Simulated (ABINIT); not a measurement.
HfO2:

```
Hf O
1.0
     0.00000    2.55750    2.55750
     2.55750    0.00000    2.55750
     2.55750    2.55750    0.00000
Hf O
1 2
Direct
  0.00000 0.00000 0.00000
  0.75000 0.75000 0.75000
  0.25000 0.25000 0.25000
```

Measurements of this composition are mostly on another form, of space group No. 14.

Base run:

```yaml
Program: ABINIT 10.8.3 (patched build)
Functional: PBE
Potentials_or_basis: PseudoDojo NC SR PBE v0.4.1 standard
Cutoff: 952 eV
k_mesh: 7 × 7 × 7
Occupations: fermi-dirac, width 0.05 eV
Spin: no spin polarisation
```

Its results: band gap on the k mesh 3.95 eV, indirect (least direct gap 4.11 eV).

**Question.** The run is repeated on the same cell with these changes: functional from PBE to LDA; potentials or basis from PseudoDojo NC SR PBE v0.4.1 standard to PseudoDojo NC SR LDA v0.4.1 standard. What comes out?

**Answer.** Band gap on the k mesh 3.74 eV, indirect (least direct gap 3.92 eV).

Caveats: spin-orbit coupling is left out, which moves the levels of the heavy elements; an odd mesh through Γ misses points on the zone boundary, where band edges often lie.
